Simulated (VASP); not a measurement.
ZnS (Wurtzite-2H):

```
Zn S
1.0
     3.81100    0.00000    0.00000
    -1.90550    3.30042    0.00000
     0.00000    0.00000    6.23400
Zn S
2 2
Direct
  0.66667 0.33333 0.50000
  0.33333 0.66667 0.00000
  0.66667 0.33333 0.88500
  0.33333 0.66667 0.38500
```

| Quantity | Value |
| --- | --- |
| Program | VASP 6.6.1 |
| Task | relaxation of cell and atoms |
| Functional | optPBE-vdW |
| Potentials or basis | VASP PAW PBE potentials, release 64 (Zn, S) |
| Cutoff | 600 eV |
| k mesh | 8 × 8 × 5 |
| Occupations | fermi-dirac, width 0.05 eV |
| Spin | no spin polarisation |

At the start: pressure 3.5 GPa; volume 19.60 Å³/atom.

Task: Where does the relaxation end?

Result: Over 7 steps the energy falls by 14.4 meV/atom and the volume is 20.47 Å³/atom (+4.4 %); space group P6_3mc (No. 186, to 0.05 Å).

Step by step:
| step | energy change (eV) | largest force (eV/Å) | pressure (GPa) | volume (Å³) |
| --- | --- | --- | --- | --- |
| 1 | 0.0000 | 0.3398 | 3.45 | 78.41 |
| 2 | -0.0473 | 0.0883 | -1.07 | 83.30 |
| 3 | -0.0506 | 0.1360 | -0.20 | 82.23 |
| 4 | -0.0506 | 0.1322 | -0.29 | 82.31 |
| 5 | -0.0541 | 0.0782 | -0.15 | 82.12 |
| 6 | -0.0563 | 0.0163 | 0.09 | 81.83 |
| 7 | -0.0578 | 0.0031 | 0.02 | 81.89 |

Final structure:
```cif
data_structure
_symmetry_space_group_name_H-M 'P 1'
_symmetry_Int_Tables_number 1
_cell_length_a 3.8618
_cell_length_b 3.8618
_cell_length_c 6.3407
_cell_angle_alpha 90.000
_cell_angle_beta 90.000
_cell_angle_gamma 120.000
_cell_volume 81.89
loop_
_atom_site_label
_atom_site_type_symbol
_atom_site_fract_x
_atom_site_fract_y
_atom_site_fract_z
_atom_site_occupancy
Zn1 Zn 0.66667 0.33333 0.50541 1
Zn2 Zn 0.33333 0.66667 0.00541 1
S1 S 0.66667 0.33333 0.87959 1
S2 S 0.33333 0.66667 0.37959 1
```

Caveat: the PAW data sets were made with another functional, which shifts forces and pressure a little.
